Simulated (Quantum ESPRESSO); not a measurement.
Runs of Quantum ESPRESSO 7.5 on I. It takes space group Cmce (No. 64, orthorhombic). Conventional cell: a = 7.270 Å, b = 4.790 Å, c = 9.793 Å, α = 90.00°, β = 90.00°, γ = 90.00°. I (site symmetry m) has 1 I at 2.68 Å as nearest neighbours. 

| task | level | potentials or basis | cell | k mesh | cutoff (eV) | smearing | form of the LDA correlation | iterations | k mesh for the Wannier functions | mesh quality | gap on the mesh (eV) | pressure (GPa) | V0 of scaled cells (Å³/atom) | B0 (GPa) | largest force (eV/Å) |
| --- | --- | --- | --- | --- | --- | --- | --- | --- | --- | --- | --- | --- | --- | --- | --- |
| phonons | LDA | JTH 2.0 LDA | relaxed | 5 × 5 × 2 | 490 | gaussian 0.2 eV | PW92 | - | - | not flagged | 0.75 | 0.0 | - | - | - |
| phonons | LDA | GBRV 1.5 LDA | relaxed | 7 × 7 × 3 | 612 | cold 0.136 eV | PZ81 | - | - | not flagged | 0.69 | 0.0 | - | - | - |
| energy-loss spectrum | PBE | PseudoDojo 0.4.1 SR PBE standard | as given | 3 × 3 × 1 | 952 | methfessel-paxton 0.2 eV | - | 400 | - | coarse | 1.33 | 1.4 | - | - | 1.06 |
| single point | PBE | SSSP 1.3 efficiency PBE | as given | 7 × 7 × 3 | 748 | fermi-dirac 0.05 eV | - | - | - | not flagged | 1.31 | 1.8 | - | - | 0.97 |
| Wannier functions | LDA | PseudoDojo 0.4.1 SR LDA standard | as given | 6 × 6 × 2 | 952 | fermi-dirac 0.05 eV | PW92 | - | 4 × 4 × 2 | not flagged | 1.19 | (b) | - | - | 0.80 |
| phonons | PBE | GBRV 1.5 PBE | relaxed | 7 × 7 × 3 | 612 | gaussian 0.136 eV | - | - | - | not flagged | 1.04 | 0.0 | - | - | - |
| band structure | PBEsol | GBRV 1.5 PBEsol | as given | 7 × 7 × 3 | 612 | fermi-dirac 0.05 eV | - | - | - | not flagged | 1.28 | 0.1 | - | - | (a) |
| Wannier functions | PBE | JTH 2.0 PBE | as given | 5 × 5 × 2 | 490 | fermi-dirac 0.05 eV | - | - | 4 × 4 × 2 | not flagged | 1.33 | 2.0 | - | - | 0.99 |
| phonons | PBEsol | GBRV 1.5 PBEsol | relaxed | 7 × 7 × 3 | 612 | gaussian 0.2 eV | - | - | - | not flagged | 0.80 | 0.0 | - | - | - |
| equation of state | LDA | GBRV 1.5 LDA | as given | 7 × 7 × 3 | 612 | fermi-dirac 0.05 eV | PZ81 | - | - | not flagged | - | - | 41.23 | 28 | - |
| band structure | vdW-DF3-opt1 | PseudoDojo 0.4.1 SR PBE standard | as given | 7 × 7 × 3 | 952 | fermi-dirac 0.05 eV | - | - | - | not flagged | 1.27 | 0.5 | - | - | 1.06 |
| equation of state | PBEsol | GBRV 1.5 PBEsol | as given | 7 × 7 × 3 | 612 | fermi-dirac 0.05 eV | - | - | - | not flagged | - | - | (c) | 25 | - |

Alike in all rows: no spin polarisation.

**Question.** Estimate the missing entries.

**Answer.** (a) 0.79; (b) -0.8; (c) 42.80.

Caveats: some runs use coarse meshes; spin-orbit coupling is left out, which moves the levels of the heavy elements (some runs); an odd mesh through Γ misses points on the zone boundary, where band edges often lie (some runs); some modes are imaginary (some runs); on a mesh that holds Γ this program's dielectric tensor can be off by some percent beyond the error of the mesh (some runs); the cutoff is low for these files, which shifts pressure and relaxed volume (some runs); this smearing can shift energies of a crystal with a gap (some runs); the cell was scaled at fixed shape and fractional positions, which overstates the stiffness of a crystal with free parameters, most of all of layers and chains (some runs).

A k mesh can miss the band edges, and the runs leave out spin-orbit coupling on I.

Not every run made on this cell is shown here.
